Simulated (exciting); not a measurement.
A run of exciting (release sodium) is set up as follows.

Contents of input.xml:

```xml
<input>
  <title>LiCl</title>
  <structure speciespath="./" tshift="false">
    <crystal scale="1">
      <basevect>0.000000000000 4.846712872656 4.846712872656</basevect>
      <basevect>4.846712872656 0.000000000000 4.846712872656</basevect>
      <basevect>4.846712872656 4.846712872656 0.000000000000</basevect>
    </crystal>
    <species speciesfile="Cl.xml" rmt="1.9">
      <atom coord="0.500000000000 0.500000000000 0.500000000000"/>
    </species>
    <species speciesfile="Li.xml" rmt="1.7">
      <atom coord="0.000000000000 0.000000000000 0.000000000000"/>
    </species>
  </structure>
  <groundstate do="fromscratch" ngridk="9 9 9" rgkmax="7" gmaxvr="14" lmaxapw="10" lmaxmat="10" lmaxvr="8" xctype="GGA_PBE" stype="Gaussian" swidth="0.00044099" nempty="10" ValenceRelativity="zora" epsengy="1e-05" epspot="1e-05" maxscl="60" tforce="true" outputlevel="low"/>
</input>
```

Potentials or basis: all-electron LAPW+lo, shipped species files, valence relativity zora.

The run is started by

```sh
$ OMP_NUM_THREADS=1 exciting_smp
```

Task: What does it give for the band gap on the k mesh?

Result: 6.34 eV, direct.

Caveat: an odd mesh through Γ misses points on the zone boundary, where band edges often lie.
